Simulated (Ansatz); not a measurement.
Zn: one input, then a changed one

The cell was built from the diamond type and relaxed in the same program, and has space group Fd-3m; it needn't be a known or the stable phase.

First run: DFT, PBE, all-electron LAPW, scalar-relativistic (Ansatz 0.2.0).

Command: `ansatz run input.yaml --threads 1 --pin off --max-ram 2048MiB --backend cpu --events-out ev --progress --plain --runs-dir out` The run took 47 s on 1 thread of Arm Neoverse V1 (shared host), peak memory 0.41 GiB.

```yaml
crystal:
  lattice:
    - [0.0, 2.9088993262, 2.9088993262]
    - [2.9088993262, 0.0, 2.9088993262]
    - [2.9088993262, 2.9088993262, 0.0]
  atoms:
    - { symbol: Zn, position: [0.0, 0.0, 0.0] }
    - { symbol: Zn, position: [0.25, 0.25, 0.25] }
kpoints:
  mp_grid: { grid: [11, 11, 11] }
  band_path:
    path:
      - [0.0, 0.0, 0.0]
      - [0.5, 0.0, 0.5]
      - [0.625, 0.25, 0.625]
      - [0.375, 0.375, 0.75]
      - [0.0, 0.0, 0.0]
      - [0.5, 0.5, 0.5]
      - [0.5, 0.25, 0.75]
      - [0.5, 0.0, 0.5]
    npoints: 14
scf:
  occupations: { method: fermi_dirac, width: 0.05 }
hamiltonian:
  xc: pbe
  pseudopotentials: { kind: all_electron, lapw: { basis_error: 0.00025 } }
output:
  forces: true
  stress: true
  eigenvalues: true
  fatbands: true
  populations: true
  dos: { projected: true, de: 0.2, e_range: [-14, 8] }
```

Result: converged; pressure 0.01 GPa; no gap on the k mesh; 6 SCF iterations.

The input is then changed:

```diff
@@ -8,5 +8,5 @@
     - { symbol: Zn, position: [0.25, 0.25, 0.25] }
 kpoints:
-  mp_grid: { grid: [11, 11, 11] }
+  mp_grid: { grid: [7, 7, 7] }
   band_path:
     path:
@@ -22,4 +22,5 @@
 scf:
   occupations: { method: fermi_dirac, width: 0.05 }
+  mixing: { algorithm: msr1, beta: 0.5 }
 hamiltonian:
   xc: pbe
@@ -29,6 +30,4 @@
   stress: true
   eigenvalues: true
-  fatbands: true
   populations: true
-  dos: { projected: true, de: 0.2, e_range: [-14, 8] }
```

Question: Predict the outcome of the changed run.

Answer: It converged; pressure 0.35 GPa; no gap on the k mesh; 6 SCF iterations. Some of these settings are too coarse for converged properties.
